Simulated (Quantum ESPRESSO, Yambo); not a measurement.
Planning a run of Yambo 5.3.0 on GaP (F-43m). The input:

```
HF_and_locXC
gw0
dyson
ppa
em1d
rim_cut
RandQpts= 1000000
RandGvec= 1 RL
EXXRLvcs= 72 Ry
VXCRLvcs= 288 Ry
Chimod= "HARTREE"
% BndsRnXp
 1 | 41 |
%
NGsBlkXp= 5.5 Ry
% LongDrXp
 1 | 1 | 1 |
%
% GbndRnge
 1 | 41 |
%
DysSolver= "n"
ExtendOut
PPAPntXp= 27.21138 eV
% QPkrange
 1 | 1 | 8 | 11 |
 13 | 13 | 8 | 11 |
%
```

```sh
OMP_NUM_THREADS=1 mpirun -n 4 yambo -F gw1.in -J gw1 -C gw1 > gw1.log
```

The stored states that it reads are on a 6×6×6 mesh. It takes space group F-43m (No. 216, cubic). Conventional cell: a = 5.450 Å, b = 5.450 Å, c = 5.450 Å, α = 90.00°, β = 90.00°, γ = 90.00°. Nearest to Ga lie 4 P at 2.36 Å. P has 4 Ga at 2.36 Å nearest. Farther neighbours are not listed.

How long will it take on 4 MPI ranks of Arm Neoverse V1, shared host, and how much memory?

It took 66 s; on shared hardware allow 33 s to 2.2 min. Peak host memory was 1.6 GiB.

The screening grows as filled bands × empty bands × pairs of k points, times the square of the screening basis for the matrix.

[Paths, hosts, dates, memory and timing lines, banners, echoed tables and standing remarks are left out of the program output.]

[Logs are printed without paths, hosts, clocks, repeated set-up lines and the standing remarks that a program may print on its own settings, such as how far it seeks lower states.]

[Runs of the session that timed out or met a known fault of the program may be left out.]

[Hosts, paths, dates, database ids (printed as entryN), source tags and the programs' standing remarks are cut or masked in the printed files.]
